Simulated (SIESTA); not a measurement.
Crystal: PbSe (Clausthalite).

```
Pb Se
1.0
     0.00000    3.06065    3.06065
     3.06065    0.00000    3.06065
     3.06065    3.06065    0.00000
Pb Se
1 1
Direct
  0.00000 0.00000 0.00000
  0.50000 0.50000 0.50000
```

Base run:

```yaml
Program: SIESTA 5.4.2
Functional: BLYP
Potentials_or_basis: PseudoDojo 0.4 standard (PBE files)
Basis: DZP (energy shift 0.002 Ry)
Grid_cutoff: 500 Ry
Energy_shift: 0.002 Ry
k_mesh: 8 × 8 × 8
Occupations: fermi-dirac, width 0.05 eV
Spin: no spin polarisation
```

Its results: band gap on the k mesh 0.52 eV, direct; pressure 7.4 GPa.

Question: The run is repeated on the same cell with these changes: functional from BLYP to PW86PBE. What comes out?

Answer: Band gap on the k mesh 0.41 eV, direct; pressure 6.7 GPa.

Caveats: semicore shells carry a single zeta, which can move pressures by several GPa and volumes by a few percent; the potentials were made for another functional, which shifts forces and pressure; spin-orbit coupling is left out, which as a rule narrows the gap of such compounds by several tenths of an eV; the basis of atomic orbitals isn't converged, which shifts pressures, moduli and gaps.

Not every run made on this cell is shown here.
